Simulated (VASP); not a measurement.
## Cs2SnI6: relaxation of cell and atoms with PBE

The system is Cs2SnI6.

```
Cs Sn I
1.0
     0.00000    5.81380    5.81380
     5.81380    0.00000    5.81380
     5.81380    5.81380    0.00000
Cs Sn I
2 1 6
Direct
  0.25000 0.25000 0.25000
  0.75000 0.75000 0.75000
  0.00000 0.00000 0.00000
  0.75464 0.24536 0.24536
  0.24536 0.75464 0.24536
  0.24536 0.75464 0.75464
  0.75464 0.24536 0.75464
  0.24536 0.24536 0.75464
  0.75464 0.75464 0.24536
```

- Program: VASP 6.6.1
- Task: relaxation of cell and atoms
- Functional: PBE
- Potentials or basis: VASP PAW PBE potentials, release 64 (Cs_sv, Sn_d, I)
- Cutoff: 600 eV
- k mesh: 6 × 6 × 6
- Occupations: gaussian, width 0.03 eV
- Spin: no spin polarisation
- Further INCAR settings: ALGO = Normal; EDIFF = 1e-06; IBRION = 2; EDIFFG = -0.01; NSW = 90; ISIF = 3

```yaml
Relaxed_volume: 48.47 Å³/atom
Relaxed_cell: a = 8.513 Å, b = 8.513 Å, c = 8.513 Å, α = 60.00°, β = 60.00°, γ = 60.00°
Space_group_after_relaxing_to_0.05_Å: Fm-3m (No. 225)
Energy_gained_by_relaxing: 17.7 meV/atom
Ionic_steps: 7
Pressure_after_relaxing: 0.0 GPa
Largest_force_after_relaxing: 0.008 eV/Å
Band_gap_on_the_k_mesh: 0.27 eV, direct
```

Forces on the atoms (eV/Å):
```
Cs   0.000  0.000  0.000
Cs   0.000  0.000  0.000
Sn   0.000  0.000  0.000
I    0.008  0.000  0.000
I    0.000  0.008  0.000
I   -0.008  0.000  0.000
I    0.000 -0.008  0.000
I    0.000  0.000  0.008
I    0.000  0.000 -0.008
```

The path:
```csv
step,energy change (eV),largest force (eV/Å),pressure (GPa),volume (Å³)
1,0.0000,0.2826,1.58,393.02
2,-0.1311,0.1262,0.12,418.10
3,-0.1313,0.1401,0.07,419.17
4,-0.1372,0.1258,0.06,421.04
5,-0.1507,0.0772,0.03,426.65
6,-0.1588,0.0246,0.03,438.04
7,-0.1591,0.0084,0.02,436.19
```

Final structure:
```cif
data_structure
_symmetry_space_group_name_H-M 'P 1'
_symmetry_Int_Tables_number 1
_cell_length_a 8.5126
_cell_length_b 8.5126
_cell_length_c 8.5126
_cell_angle_alpha 60.000
_cell_angle_beta 60.000
_cell_angle_gamma 60.000
_cell_volume 436.19
loop_
_atom_site_label
_atom_site_type_symbol
_atom_site_fract_x
_atom_site_fract_y
_atom_site_fract_z
_atom_site_occupancy
Cs1 Cs 0.25000 0.25000 0.25000 1
Cs2 Cs 0.75000 0.75000 0.75000 1
Sn1 Sn 0.00000 0.00000 0.00000 1
I1 I 0.75833 0.24167 0.24167 1
I2 I 0.24167 0.75833 0.24167 1
I3 I 0.24167 0.75833 0.75833 1
I4 I 0.75833 0.24167 0.75833 1
I5 I 0.24167 0.24167 0.75833 1
I6 I 0.75833 0.75833 0.24167 1
```

Levels at points of the mesh, in eV from the valence-band top:
```
           k point  band 35  band 36  band 37  band 38  band 39  band 40
(0.00, 0.00, 0.00)     0.00     0.00     0.00     0.27     4.03     4.03
(0.50, 0.00, 0.00)    -0.28    -0.25    -0.25     1.05     3.56     4.93
(0.50, 0.50, 0.00)    -0.61    -0.60    -0.02     1.30     4.47     4.47
```

Wall time 10 min on 2 MPI ranks on Intel(R) Xeon(R) 6975P-C (Granite Rapids) (shared host), peak memory 0.94 GiB a rank.

Caveat: spin-orbit coupling is left out, which moves the levels of the heavy elements; the volume moved by +11 % from the deposited cell, more than functionals usually miss. PBE usually gives volumes a little too large and moduli too small.
